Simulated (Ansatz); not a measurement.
Computed with Ansatz on PBE0-D4/def2-TZVP structures; ΔE is electronic, products minus reactants. CCSD(T)/CBS adds triple-zeta CCSD(T) − MP2 to the extrapolated MP2 energy (def2 sets, frozen cores). This one scheme is used for every species. DFT in def2-TZVPP. B3LYP here is the variant with VWN-RPA as its local correlation; programs differ in this. One conformer a species, not always the lowest.

Reaction (ligand exchange at the Si–O bond): `[SiH3]O[Si]O[SiH3]` + `N=C(N)O` → `N/C(O)=N\[SiH3]` + `O[Si]O[SiH3]`

`[SiH3]O[Si]O[SiH3]`:

Z-matrix (Å, degrees):
```
Si
O 1 1.643
H 1 1.483 2 108.8
H 1 1.486 2 110.6 3 -120.2
H 1 1.483 2 108.8 3 119.6
Si 2 1.640 1 146.7 3 120.1
O 6 1.640 2 100.5 1 179.9
Si 7 1.643 6 146.7 2 -180.0
H 8 1.483 7 108.8 6 120.1
H 8 1.483 7 108.8 6 -120.3
H 8 1.486 7 110.6 6 -0.1
```

`N=C(N)O`:

```xyz
8

N     1.268    0.512   -0.124
C     0.119   -0.002    0.035
N    -0.641   -0.424   -1.014
O    -0.531   -0.256    1.200
H     1.736    0.708    0.753
H    -0.338   -0.096   -1.914
H    -1.632   -0.488   -0.864
H     0.018    0.047    1.929
```

`N/C(O)=N\[SiH3]`:

Z-matrix (Å, degrees):
```
Si
N 1 1.705
H 1 1.503 2 113.2
H 1 1.487 2 110.7 3 -120.3
H 1 1.485 2 109.8 3 119.9
C 2 1.268 1 129.8 3 10.1
O 6 1.347 2 120.9 1 -179.9
N 6 1.355 2 128.9 1 1.7
H 7 0.965 6 105.1 2 -0.3
H 8 1.004 6 118.2 2 -12.5
H 8 1.004 6 118.8 2 -168.1
```

`O[Si]O[SiH3]`:

Cartesian coordinates in Å:
```
O -2.461 -1.299 0.065
Si -1.663 -0.149 -0.795
O -0.208 -0.106 -0.005
Si 1.254 0.650 -0.019
H -2.004 -1.714 0.805
H 1.448 1.342 1.279
H 1.318 1.642 -1.124
H 2.317 -0.367 -0.205
```

| level | ΔE (kJ/mol) |
| --- | --- |
| B3LYP-D4 | 27.6 |
| PBE0 | 21.4 |
| B3LYP | 29.3 |
| MP2/def2-TZVPP | 26.4 |
| HF/def2-QZVPP | 42.9 |
| HF/CBS(def2) | 43.2 |
| MP2/CBS(def2) | 26.1 |
| CCSD/CBS(def2) | 31.6 |

Task: What does CCSD(T)/CBS give? (An estimate is asked.)

Result: Computed: +29.3 kJ/mol. The listed levels differ from it by -1.7, -7.9, 0.0, -2.9, 13.6, 13.9, -3.2, 2.3 kJ/mol.

Largest T1 diagnostic among the species: 0.014.

In def2-TZVPP, CCSD(T) changes the Hartree–Fock value by −11.2 kJ/mol (the triples alone add −2.3 kJ/mol) and MP2 by −14.4 kJ/mol.

CCSD(T)/CBS has its own doubt, a few kJ/mol and more with outer-core shells, so smaller differences from it don't rank the levels.
